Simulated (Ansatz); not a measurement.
MgB2 under changes of volume

One of the cells (9.679 Å³/atom); the others are scaled copies at fixed shape and fractional positions:

```
Mg B
1.0
     3.08500    0.00000    0.00000
    -1.54250    2.67169    0.00000
     0.00000    0.00000    3.52300
Mg B
1 2
Cartesian
  0.0000 0.0000 0.0000
  1.5425 0.8906 1.7615
  0.0000 1.7811 1.7615
```

```yaml
Program: Ansatz 0.2.0
Functional: PBE
Potentials_or_basis: Ansatz PAW
Cutoff: "420 eV (not typed: the program's choice for these potentials)"
k_mesh: 10 × 10 × 8
Occupations: fermi-dirac, width 0.05 eV
Spin: no spin polarisation
```

```csv
volume (Å³/atom),energy over the lowest point (meV/atom),pressure (GPa)
9.098,14.54,9.4
9.292,?,?
9.485,0.78,2.2
9.679,0.00,-0.9
9.873,2.82,-3.7
10.066,8.93,-6.3
10.260,18.02,-8.7
```

Q: What does the run at 9.292 Å³/atom give?

A: Energy over the lowest point 5.50 meV/atom; pressure 5.6 GPa.

Worked out: A Birch-Murnaghan fit of order 3 (a polynomial in V^(-2/3)) to the other rows has its minimum at 9.62 Å³/atom with B0 = V·E''(V) = 152 GPa and B' = 3.6 at fixed shape and positions, which overstates the stiffness. It gives 5.48 meV/atom at 9.292 Å³/atom, against the run's 5.50, and -dE/dV = 5.6 GPa, against 5.6.

Energies are extrapolated to zero smearing.
